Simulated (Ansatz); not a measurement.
This PbSe structure is the end of a relaxation. The cell was found from a structure generator's guess, not taken from experiment.

These are results of Ansatz 0.2.0, DFT PBE, scalar-relativistic, plane waves, PAW, not measurements. Cutoff 420 eV, Γ-centred mesh, Gaussian smearing, no spin polarisation.

```
CELL_PARAMETERS angstrom
4.26998 0.00000 0.00000
-2.13499 3.69791 0.00000
0.00000 0.00000 7.64627
ATOMIC_POSITIONS crystal
Pb 0.66667 0.33333 0.75000
Pb 0.33333 0.66667 0.25000
Se 0.00000 0.00000 0.00000
Se 0.00000 0.00000 0.50000
```

Energies over the elements count from the elements' standard structures at the same level, with no fitted energy shifts.

Question: What space group does it have?

Answer: P6_3/mmc (No. 194), the anti-nickel arsenide type. Conventional cell: a = 4.270 Å, c = 7.646 Å. Around Pb lie 6 Se at 3.12 Å; Se has 6 Pb at 3.12 Å.

Question: How far does it lie from the elements in energy?

Answer: −0.481 eV/atom. A negative formation energy is needed for stability but isn't enough: competing phases decide.

Question: Is it a metal?

Answer: No, the gap on the 12×12×6 mesh is 0.20 eV.

The last run used a 12×12×6 mesh (in the run's order of axes) for its 4-atom cell and Gaussian smearing of 0.01 eV. Spin–orbit coupling, which can matter for Pb, is left out. Kohn–Sham gaps at this level usually fall short of measured ones. The missing spin–orbit coupling can work the other way here. The reference form of Se is held partly by dispersion forces, which this level lacks. Small gaps are read on the mesh alone, and bands can cross between its points. A later test with randomly moved atoms came back to the same energy, though modes that don't fit the test's cell weren't probed.
